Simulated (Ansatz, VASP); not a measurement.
**Al: VASP beside Ansatz**

INCAR

```
ALGO = Fast
EDIFF = 1E-6
ENCUT = 520
GGA = PS
ISIF = 2
ISMEAR = 0
IVDW = 12
LASPH = True
LCHARG = False
LREAL = False
LWAVE = False
NBANDS = 8
NELM = 60
PREC = Accurate
SIGMA = 0.15
```

KPOINTS

```
k-points
0
Gamma
  26 26 26
```

The input POSCAR:

```
Al
1.0
    0.0000000000      1.9812776140      2.1298734350
    1.9812776140      0.0000000000      2.1298734350
    1.9812776140      1.9812776140      0.0000000000
Al
1
Direct
    0.0000000000      0.0000000000      0.0000000000
```

Input for Ansatz:

```yaml
crystal:
  lattice:
    - [0.0, 1.981277614, 2.129873435]
    - [1.981277614, 0.0, 2.129873435]
    - [1.981277614, 1.981277614, 0.0]
  atoms:
    - { symbol: Al, position: [0.0, 0.0, 0.0] }
basis:
  ecutwfc: 420
kpoints:
  mp_grid: { grid: [26, 26, 26] }
hamiltonian:
  xc: pbesol
  dispersion: d3bj
scf:
  occupations: { method: gaussian, width: 0.15 }
output:
  forces: true
  stress: true
  eigenvalues: true
```

Change from the starting cell: strain +0.0750 x Voigt [0, 0, 1, 0, 0, 0], atoms carried along.

Alike in both runs: task single point; functional PBEsol; dispersion D3(BJ); k mesh 26 × 26 × 26; occupations gaussian, width 0.15 eV; no spin polarisation.

|  | VASP | Ansatz |
| --- | --- | --- |
| version | VASP 6.6.1 | Ansatz 0.2.0 |
| potentials or method | VASP PAW PBE potentials, release 64 (Al) | scalar-relativistic, plane waves, PAW |
| plane-wave cutoff (eV) | 520 | 420 |
| valence electrons in the cell | 3 | 3 |

Ansatz gave:

| Quantity | Value |
| --- | --- |
| gap on the k mesh at the Fermi level (eV) | none |
| pressure (GPa) | -5.3 |
| largest component of the traceless stress (GPa) | 2.60 |

Task: What did VASP give for the same quantities?

Result: gap on the k mesh at the Fermi level (eV): none; pressure (GPa): -5.2; largest component of the traceless stress (GPa): 2.61.

A gap of «none» marks a metal or a gap that the smearing closes.

Caveats: the PAW data sets were made with another functional, which shifts forces and pressure a little (VASP); pairwise dispersion overbinds metals, which lowers pressure and volume.
